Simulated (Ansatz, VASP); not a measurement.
## As in VASP and in Ansatz

```
CELL_PARAMETERS angstrom
2.13545 0.00000 0.00000
0.00000 2.13545 0.00000
0.00000 0.00000 2.13545
ATOMIC_POSITIONS crystal
As 0.00000 0.00000 0.00000
```

Change from the starting cell: volume scaled by 0.5, PAW files.

Alike in both runs: task single point; functional PBEsol; k mesh 14 × 14 × 14; occupations fermi-dirac, width 0.05 eV; no spin polarisation.

|  | VASP | Ansatz |
| --- | --- | --- |
| version | VASP 6.6.1 | Ansatz 0.2.0 |
| potentials or method | VASP PAW PBE potentials, release 64 (As) | PAW with Ansatz's default frozen-core files, scalar-relativistic |
| plane-wave cutoff (eV) | 520 | 420 |
| valence electrons in the cell | 5 | 15 |

VASP gave:

```
pressure (GPa) : 292.5
```

Question: What did Ansatz give for the same quantities?

Answer: Pressure (GPa): 279.0.

The two sets of potentials don't hold the same shells in valence.

Caveats: the cell as given lies far from equilibrium; so large a pressure means that the cell lies far from this level's equilibrium, or that cutoff or potentials fall short (VASP); the potentials were made for another functional, which shifts forces and pressure (VASP).
